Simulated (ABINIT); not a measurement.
# BaS (Fm-3m): G0W0 in ABINIT against the wavefunction cutoff in GW

Wanted: the cheapest wavefunction cutoff in GW that holds the gap of BaS (Fm-3m).

Main program and level: ABINIT 10.8.3; LDA and many-body steps on it, plane waves.

## (1) The starting structure

Symmetry: Fm-3m, No. 225, cubic system. Conventional cell: a = 6.388 Å, b = 6.388 Å, c = 6.388 Å, α = 90.00°, β = 90.00°, γ = 90.00°. Nearest to Ba lie 6 S at 3.19 Å. S has 6 Ba at 3.19 Å nearest. Farther neighbours and most contacts between anions are not listed.

The cell and positions come from the Crystallography Open Database and are kept as given unless a step says otherwise. Spin-orbit coupling is left out unless a step names it.

## (2) Screening, 4×4×4 mesh, 34 bands, screening to 106.1 eV

This step: ABINIT 10.8.3; RPA screening on LDA, plane waves, norm-conserving pseudopotentials.

The RPA dielectric matrix is built and inverted for each q.

Input file run.abi:

```
acell 3*1.0 Angstrom
rprim 
  0.000000000000 3.193750000000 3.193750000000
  3.193750000000 0.000000000000 3.193750000000
  3.193750000000 3.193750000000 0.000000000000
ntypat 2
znucl 56 16
natom 2
typat 1 2
xred 
  0.000000000000 0.000000000000 0.000000000000
  0.500000000000 0.500000000000 0.500000000000
pp_dirpath "pseudos"
pseudos "Ba.upf, S.upf"
ecut 21
ngkpt 4 4 4
nshiftk 1
shiftk 0 0 0
kptopt 1
chksymbreak 0
istwfk *1
occopt 1
irdwfk 1
optdriver 3
nband 34
ecuteps 3.9
inclvkb 2
awtr 1
symchi 1
ecutwfn 6.3
indata_prefix "in"
outdata_prefix "out"
tmpdata_prefix "tmp"
```

Command:

```sh
> OMP_NUM_THREADS=1 mpirun -n 4 abinit run.abi > log
```

Output:

```text
.Version 10.8.3 of ABINIT. v10.8.2 released Aug 2026.

 Symmetries : space group Fm -3 m (#225); Bravais cF (face-center cubic)
[... echo of the input left out ...]
== DATASET  1 ==================================================================
-   mpi_nproc: 4, omp_nthreads: 1 (-1 if OMP is not activated)

--- !DatasetInfo
iteration_state: {dtset: 1, }
dimensions: {natom: 2, nkpt: 8, mband: 34, nsppol: 1, nspinor: 1, nspden: 1, mpw: 343, }
cutoff_energies: {ecut:   6.3, pawecutdg:  -1.0, }
electrons: {nelect:   1.60000000E+01, charge:   0.00000000E+00, occopt:   1.00000000E+00, tsmear:   1.00000000E-02, }

 SCREENING: Calculation of the susceptibility and dielectric matrices

 Based on a program developped by R.W. Godby, V. Olevano, G. Onida, and L. Reining.
 Incorporated in ABINIT by V. Olevano, G.-M. Rignanese, and M. Torrent.
.Using double precision arithmetic ; gwpc =  8

[... cell and pseudopotentials left out ...]
--------------------------------------------------------------------------------

 ==== K-mesh for the wavefunctions ====
 Number of points in the irreducible wedge :     8
[... list of points left out ...]
 Together with 48 symmetry operations and time-reversal symmetry
 yields    64 points in the full Brillouin Zone.

 ==== Q-mesh for the screening function ====
 Number of points in the irreducible wedge :     8
[... list of points left out ...]
 Together with 48 symmetry operations and time-reversal symmetry
 yields    64 points in the full Brillouin Zone.

 setmesh: FFT mesh size selected  =    18x   18x   18
          total number of points  =         5832

 vcoul_init : cutoff-mode = AUXILIARY_FUNCTION
 q-points for optical limit:   1
     1)      0.000010    0.000020    0.000030

- screening: taking advantage of time-reversal symmetry
- Maximum band index for partially occupied states nbvw = 8
- Remaining bands to be divided among processors   nbcw = 26
- Number of bands treated by each node ~6

 Number of electrons calculated from density =   15.9475; Expected =   16.0000
 average of density, n =  0.036271
 r_s =    1.8741
 omega_plasma =   18.3712 [eV]

 calculating chi0 at frequencies [eV] :
  1    0.000000E+00    0.000000E+00
  2    0.000000E+00    1.837119E+01

--------------------------------------------------------------------------------
  q-point number  1        q = ( 0.000000, 0.000000, 0.000000) [r.l.u.]
--------------------------------------------------------------------------------
[... chi0 elements left out ...]
 For q-point:  0.000010 0.000020 0.000030
  dielectric constant =   5.1569
  dielectric constant without local fields =   6.0885

  Average fulfillment of the sum rule on Im[epsilon] for q-point    1 :     52.11  [%]
[... wings left out ...]
  q-point number  2        q = ( 0.250000, 0.000000, 0.000000) [r.l.u.]
--------------------------------------------------------------------------------
[... chi0 elements left out ...]
  Average fulfillment of the sum rule on Im[epsilon] for q-point    2 :     80.34  [%]

 [... 6 further q-points ...]
```

It took 3.2 s on 4 MPI ranks of Arm Neoverse V2, shared host; peak memory 0.28 GiB; 13 s of CPU time.

Numbers from this step:

```
ε∞ with local fields, on this mesh, along the program's q direction : 5.157
the same without local fields                                       : 6.088
plasma frequency                                                    : 18.37 eV
plane waves in the screening matrix                                 : 169
```

Local fields lower ε∞ by 15 %.

## (3) 6.3 Ha

This step: G0W0 on LDA, plane waves, norm-conserving pseudopotentials.

Changes to run.abi since step 2:

```diff
@@ -23,8 +23,17 @@
 irdwfk 1
-optdriver 3
+optdriver 4
 nband 34
+gwcalctyp 0
+ecutsigx 6.3
+symsigma 1
+nkptgw 2
+kptgw 
+  0.0000000000 0.0000000000 0.0000000000
+  0.5000000000 0.5000000000 0.0000000000
+bdgw 
+  6 12
+  7 10
 ecuteps 3.9
-inclvkb 2
-awtr 1
-symchi 1
+irdscr 1
+ppmodel 1
 ecutwfn 6.3
```

Output:

```text
.Version 10.8.3 of ABINIT. v10.8.2 released Aug 2026.

 Symmetries : space group Fm -3 m (#225); Bravais cF (face-center cubic)
[... echo of the input left out ...]
== DATASET  1 ==================================================================
-   mpi_nproc: 4, omp_nthreads: 1 (-1 if OMP is not activated)

--- !DatasetInfo
iteration_state: {dtset: 1, }
dimensions: {natom: 2, nkpt: 8, mband: 34, nsppol: 1, nspinor: 1, nspden: 1, mpw: 343, }
cutoff_energies: {ecut:   6.3, pawecutdg:  -1.0, }
electrons: {nelect:   1.60000000E+01, charge:   0.00000000E+00, occopt:   1.00000000E+00, tsmear:   1.00000000E-02, }

 SIGMA: Calculation of the GW corrections

 Based on a program developped by R.W. Godby, V. Olevano, G. Onida, and L. Reining.
 Incorporated in ABINIT by V. Olevano, G.-M. Rignanese, and M. Torrent.
.Using double precision arithmetic ; gwpc =  8

[... cell and pseudopotentials left out ...]
--------------------------------------------------------------------------------

 ==== K-mesh for the wavefunctions ====
 Number of points in the irreducible wedge :     8
[... list of points left out ...]
 Together with 48 symmetry operations and time-reversal symmetry
 yields    64 points in the full Brillouin Zone.

 ==== Q-mesh for screening function ====
 Number of points in the irreducible wedge :     8
[... list of points left out ...]
 Together with 48 symmetry operations and time-reversal symmetry
 yields    64 points in the full Brillouin Zone.

 vcoul_init : cutoff-mode = AUXILIARY_FUNCTION
 q-points for optical limit:   1
     1)      0.000010    0.000020    0.000030
 setmesh: FFT mesh size selected  =    20x   20x   20
          total number of points  =         8000

 Number of electrons calculated from density =   15.9475; Expected =   16.0000
 average of density, n =  0.036271
 r_s =    1.8741
 omega_plasma =   18.3712 [eV]

 === KS Band Gaps ===
  >>>> For spin  1
   Minimum direct gap =   2.0788 [eV], located at k-point      :   0.5000  0.5000  0.0000
   Fundamental gap    =   1.9480 [eV], Top of valence bands at :   0.0000  0.0000  0.0000
                                       Bottom of conduction at :   0.5000  0.5000  0.0000
 SIGMA fundamental parameters:
 PLASMON POLE MODEL  1
 number of plane-waves for SigmaX                  331
 number of plane-waves for SigmaC and W            169
 number of plane-waves for wavefunctions           331
 number of bands                                    34
 number of independent spin polarizations            1
 number of spinorial components                      1
 number of k-points in IBZ                           8
 number of q-points in IBZ                           8
 number of symmetry operations                      48
 number of k-points in BZ                           64
 number of q-points in BZ                           64
 number of frequencies for dSigma/dE                 9
 frequency step for dSigma/dE [eV]                0.25
 number of omega for Sigma on real axis              0
 max omega for Sigma on real axis  [eV]           0.00
 zcut for avoiding poles [eV]                     0.10

 EPSILON^-1 parameters (SCR file):
 dimension of the eps^-1 matrix on file            169
 dimension of the eps^-1 matrix used               169
 number of plane-waves for wavefunctions           331
 number of bands                                    34
 number of q-points in IBZ                           8
 number of frequencies                               2
 number of real frequencies                          1
 number of imag frequencies                          1

 matrix elements of self-energy operator (all in [eV])

 Perturbative Calculation

--- !SelfEnergy_ee
iteration_state: {dtset: 1, }
kpoint     : [   0.000,    0.000,    0.000, ]
spin       : 1
KS_gap     :    3.322
QP_gap     :    4.675
Delta_QP_KS:    1.353
data: !SigmaeeData |
     Band     E0 <VxcDFT>   SigX SigC(E0)      Z dSigC/dE  Sig(E)    E-E0       E
        6   3.496 -12.478 -15.588   2.593   0.770  -0.298 -12.876  -0.399   3.098
        7   3.496 -12.478 -15.588   2.593   0.770  -0.298 -12.876  -0.399   3.098
        8   3.496 -12.478 -15.588   2.593   0.770  -0.298 -12.876  -0.399   3.098
        9   6.819  -8.295  -3.952  -3.185   0.824  -0.214  -7.341   0.954   7.773
       10   7.243  -9.195  -4.479  -3.183   0.825  -0.212  -7.930   1.264   8.507
       11   7.243  -9.195  -4.479  -3.183   0.825  -0.212  -7.930   1.264   8.507
       12   7.243  -9.195  -4.479  -3.183   0.825  -0.212  -7.930   1.264   8.507

--- !SelfEnergy_ee
iteration_state: {dtset: 1, }
kpoint     : [   0.500,    0.500,    0.000, ]
spin       : 1
KS_gap     :    2.079
QP_gap     :    3.496
Delta_QP_KS:    1.417
data: !SigmaeeData |
     Band     E0 <VxcDFT>   SigX SigC(E0)      Z dSigC/dE  Sig(E)    E-E0       E
        7   3.366 -12.396 -15.563   2.622   0.771  -0.297 -12.816  -0.420   2.946
        8   3.366 -12.396 -15.563   2.622   0.771  -0.297 -12.816  -0.420   2.946
        9   5.444  -8.311  -4.170  -2.934   0.827  -0.209  -7.313   0.998   6.442
       10   9.358  -9.938  -4.846  -3.387   0.822  -0.217  -8.538   1.400  10.758

== END DATASET(S) ==============================================================
================================================================================

 -outvars: echo values of variables after computation  --------
           etotal      0.0000000000E+00
            nband          34
             nkpt           8
          spgroup         225
 [... the other variables as echoed above ...]

 Calculation completed.
```

It took 2.9 s on 4 MPI ranks; peak memory 0.09 GiB.

This step gave:

```
G0W0 gap on the points computed              : 3.344 eV
starting gap on the mesh                     : 1.948 eV
k of the valence top                         : 0, 0, 0
k of the conduction bottom                   : 0.5, 0.5, 0
Z at the valence top                         : 0.77
Z at the conduction bottom                   : 0.827
least direct G0W0 gap on the computed points : 3.496 eV
```

## (4) Screening, 4×4×4 mesh, 34 bands, screening to 106.1 eV

This step: RPA screening on LDA, plane waves, norm-conserving pseudopotentials.

Changes to run.abi since step 3:

```diff
@@ -23,18 +23,9 @@
 irdwfk 1
-optdriver 4
+optdriver 3
 nband 34
-gwcalctyp 0
-ecutsigx 6.3
-symsigma 1
-nkptgw 2
-kptgw 
-  0.0000000000 0.0000000000 0.0000000000
-  0.5000000000 0.5000000000 0.0000000000
-bdgw 
-  6 12
-  7 10
 ecuteps 3.9
-irdscr 1
-ppmodel 1
-ecutwfn 6.3
+inclvkb 2
+awtr 1
+symchi 1
+ecutwfn 10.5
 indata_prefix "in"
```

Output:

```text
.Version 10.8.3 of ABINIT. v10.8.2 released Aug 2026.

 Symmetries : space group Fm -3 m (#225); Bravais cF (face-center cubic)
[... echo of the input left out ...]
== DATASET  1 ==================================================================
-   mpi_nproc: 4, omp_nthreads: 1 (-1 if OMP is not activated)

--- !DatasetInfo
iteration_state: {dtset: 1, }
dimensions: {natom: 2, nkpt: 8, mband: 34, nsppol: 1, nspinor: 1, nspden: 1, mpw: 725, }
cutoff_energies: {ecut:  10.5, pawecutdg:  -1.0, }
electrons: {nelect:   1.60000000E+01, charge:   0.00000000E+00, occopt:   1.00000000E+00, tsmear:   1.00000000E-02, }

 SCREENING: Calculation of the susceptibility and dielectric matrices

 Based on a program developped by R.W. Godby, V. Olevano, G. Onida, and L. Reining.
 Incorporated in ABINIT by V. Olevano, G.-M. Rignanese, and M. Torrent.
.Using double precision arithmetic ; gwpc =  8

[... cell and pseudopotentials left out ...]
--------------------------------------------------------------------------------

 ==== K-mesh for the wavefunctions ====
 Number of points in the irreducible wedge :     8
[... list of points left out ...]
 Together with 48 symmetry operations and time-reversal symmetry
 yields    64 points in the full Brillouin Zone.

 ==== Q-mesh for the screening function ====
 Number of points in the irreducible wedge :     8
[... list of points left out ...]
 Together with 48 symmetry operations and time-reversal symmetry
 yields    64 points in the full Brillouin Zone.

 setmesh: FFT mesh size selected  =    20x   20x   20
          total number of points  =         8000

 vcoul_init : cutoff-mode = AUXILIARY_FUNCTION
 q-points for optical limit:   1
     1)      0.000010    0.000020    0.000030

- screening: taking advantage of time-reversal symmetry
- Maximum band index for partially occupied states nbvw = 8
- Remaining bands to be divided among processors   nbcw = 26
- Number of bands treated by each node ~6

 Number of electrons calculated from density =   15.9937; Expected =   16.0000
 average of density, n =  0.036376
 r_s =    1.8722
 omega_plasma =   18.3978 [eV]

 calculating chi0 at frequencies [eV] :
  1    0.000000E+00    0.000000E+00
  2    0.000000E+00    1.839781E+01

--------------------------------------------------------------------------------
  q-point number  1        q = ( 0.000000, 0.000000, 0.000000) [r.l.u.]
--------------------------------------------------------------------------------
[... chi0 elements left out ...]
 For q-point:  0.000010 0.000020 0.000030
  dielectric constant =   5.1319
  dielectric constant without local fields =   6.0401

  Average fulfillment of the sum rule on Im[epsilon] for q-point    1 :     52.21  [%]
[... wings left out ...]
  q-point number  2        q = ( 0.250000, 0.000000, 0.000000) [r.l.u.]
--------------------------------------------------------------------------------
[... chi0 elements left out ...]
  Average fulfillment of the sum rule on Im[epsilon] for q-point    2 :     80.40  [%]

 [... 6 further q-points ...]
```

The job ended after 3 s (4 MPI ranks; peak memory 0.25 GiB; 12 s of CPU time).

Numbers from this step:

| Property | Result |
| --- | --- |
| ε∞ with local fields, on this mesh, along the program's q direction | 5.132 |
| the same without local fields | 6.040 |
| plasma frequency | 18.40 eV |
| plane waves in the screening matrix | 169 |

## (5) 10.5 Ha

The self-energy is evaluated for the states that the input lists, and the levels follow from it, in one-shot runs by the linearised quasiparticle equation.

This step: G0W0 on LDA, plane waves, norm-conserving pseudopotentials.

Changes to run.abi since step 4:

```diff
@@ -23,8 +23,17 @@
 irdwfk 1
-optdriver 3
+optdriver 4
 nband 34
+gwcalctyp 0
+ecutsigx 10.5
+symsigma 1
+nkptgw 2
+kptgw 
+  0.0000000000 0.0000000000 0.0000000000
+  0.5000000000 0.5000000000 0.0000000000
+bdgw 
+  6 12
+  7 10
 ecuteps 3.9
-inclvkb 2
-awtr 1
-symchi 1
+irdscr 1
+ppmodel 1
 ecutwfn 10.5
```

Output:

```text
.Version 10.8.3 of ABINIT. v10.8.2 released Aug 2026.

 Symmetries : space group Fm -3 m (#225); Bravais cF (face-center cubic)
[... echo of the input left out ...]
== DATASET  1 ==================================================================
-   mpi_nproc: 4, omp_nthreads: 1 (-1 if OMP is not activated)

--- !DatasetInfo
iteration_state: {dtset: 1, }
dimensions: {natom: 2, nkpt: 8, mband: 34, nsppol: 1, nspinor: 1, nspden: 1, mpw: 725, }
cutoff_energies: {ecut:  10.5, pawecutdg:  -1.0, }
electrons: {nelect:   1.60000000E+01, charge:   0.00000000E+00, occopt:   1.00000000E+00, tsmear:   1.00000000E-02, }

 SIGMA: Calculation of the GW corrections

 Based on a program developped by R.W. Godby, V. Olevano, G. Onida, and L. Reining.
 Incorporated in ABINIT by V. Olevano, G.-M. Rignanese, and M. Torrent.
.Using double precision arithmetic ; gwpc =  8

[... cell and pseudopotentials left out ...]
--------------------------------------------------------------------------------

 ==== K-mesh for the wavefunctions ====
 Number of points in the irreducible wedge :     8
[... list of points left out ...]
 Together with 48 symmetry operations and time-reversal symmetry
 yields    64 points in the full Brillouin Zone.

 ==== Q-mesh for screening function ====
 Number of points in the irreducible wedge :     8
[... list of points left out ...]
 Together with 48 symmetry operations and time-reversal symmetry
 yields    64 points in the full Brillouin Zone.

 vcoul_init : cutoff-mode = AUXILIARY_FUNCTION
 q-points for optical limit:   1
     1)      0.000010    0.000020    0.000030
 setmesh: FFT mesh size selected  =    25x   25x   25
          total number of points  =        15625

 Number of electrons calculated from density =   15.9937; Expected =   16.0000
[...]
number of omega for Sigma on real axis              0
 max omega for Sigma on real axis  [eV]           0.00
 zcut for avoiding poles [eV]                     0.10

 EPSILON^-1 parameters (SCR file):
 dimension of the eps^-1 matrix on file            169
 dimension of the eps^-1 matrix used               169
 number of plane-waves for wavefunctions           725
 number of bands                                    34
 number of q-points in IBZ                           8
 number of frequencies                               2
 number of real frequencies                          1
 number of imag frequencies                          1

 matrix elements of self-energy operator (all in [eV])

 Perturbative Calculation

--- !SelfEnergy_ee
iteration_state: {dtset: 1, }
kpoint     : [   0.000,    0.000,    0.000, ]
spin       : 1
KS_gap     :    3.322
QP_gap     :    4.700
Delta_QP_KS:    1.377
data: !SigmaeeData |
     Band     E0 <VxcDFT>   SigX SigC(E0)      Z dSigC/dE  Sig(E)    E-E0       E
        6   3.496 -12.504 -15.642   2.583   0.769  -0.300 -12.932  -0.427   3.069
        7   3.496 -12.504 -15.642   2.583   0.769  -0.300 -12.932  -0.427   3.069
        8   3.496 -12.504 -15.642   2.583   0.769  -0.300 -12.932  -0.427   3.069
[...]
--- !SelfEnergy_ee
iteration_state: {dtset: 1, }
kpoint     : [   0.500,    0.500,    0.000, ]
spin       : 1
KS_gap     :    2.079
QP_gap     :    3.514
Delta_QP_KS:    1.435
data: !SigmaeeData |
     Band     E0 <VxcDFT>   SigX SigC(E0)      Z dSigC/dE  Sig(E)    E-E0       E
[...]
9   5.444  -8.312  -4.177  -2.938   0.827  -0.209  -7.322   0.989   6.434
       10   9.358 -10.035  -4.944  -3.395   0.817  -0.224  -8.649   1.386  10.744

== END DATASET(S) ==============================================================
================================================================================

 -outvars: echo values of variables after computation  --------
           etotal      0.0000000000E+00
            nband          34
             nkpt           8
          spgroup         225
 [... the other variables as echoed above ...]

 Calculation completed.
```

Run time: 2.9 s. Hardware: 4 MPI ranks; peak memory 0.09 GiB.

Numbers from this step:

```yaml
g0w0_gap_on_the_points_computed: 3.365 eV
starting_gap_on_the_mesh: 1.948 eV
k_of_the_valence_top: 0, 0, 0
k_of_the_conduction_bottom: 0.5, 0.5, 0
z_at_the_valence_top: 0.769
z_at_the_conduction_bottom: 0.827
least_direct_g0w0_gap_on_the_computed_points: 3.514 eV
```

The gap on the mesh goes from 1.95 eV to 3.37 eV, a correction of +1.42 eV.

[end of part 1 of 2]

[Paths, hosts, dates, memory and timing lines, banners, echoed tables and standing remarks are left out of the program output.]

[Logs are printed without paths, hosts, clocks, repeated set-up lines and the standing remarks that a program may print on its own settings, such as how far it seeks lower states.]

[Runs of the session that timed out or met a known fault of the program may be left out.]

[Hosts, paths, dates, database ids (printed as entryN), source tags and the programs' standing remarks are cut or masked in the printed files.]

[G0W0 gaps are taken among the corrected bands and points alone; a level outside them can change the order at an edge.]

[Where Ansatz stands beside ABINIT at settings called matched, ABINIT's density can come from a denser mesh and the files from another edition; pairs whose starting gaps differed by over 0.03 eV were left out, so agreement reads better than it is.]
